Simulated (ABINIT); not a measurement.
Crystal: AlN.

```
Al N
1.0
     3.11300    0.00000    0.00000
    -1.55650    2.69594    0.00000
     0.00000    0.00000    4.98100
Al N
2 2
Cartesian
  1.5565 0.8986 2.4905
  0.0000 1.7973 0.0000
  1.5565 0.8986 4.3833
  0.0000 1.7973 1.8928
```

Base run:

| Quantity | Value |
| --- | --- |
| Program | ABINIT 10.8.3 (patched build) |
| Functional | WC |
| Potentials or basis | JTH PAW PBE v2.0 |
| Cutoff | 844 eV |
| k mesh | 10 × 10 × 6 |
| Occupations | fermi-dirac, width 0.05 eV |
| Spin | no spin polarisation |

Its results: band gap on the k mesh 4.12 eV, direct; pressure 1.0 GPa; largest force 0.129 eV/Å.

Q: The run is repeated on the same cell with these changes: functional from WC to PW91. What comes out?

A: Band gap on the k mesh 4.23 eV, direct; pressure 3.4 GPa; largest force 0.126 eV/Å.

PW91 binds less tightly than WC, so the same cell stands under more pressure.

Caveats: the PAW data sets were made with another functional, which shifts forces and pressure a little.
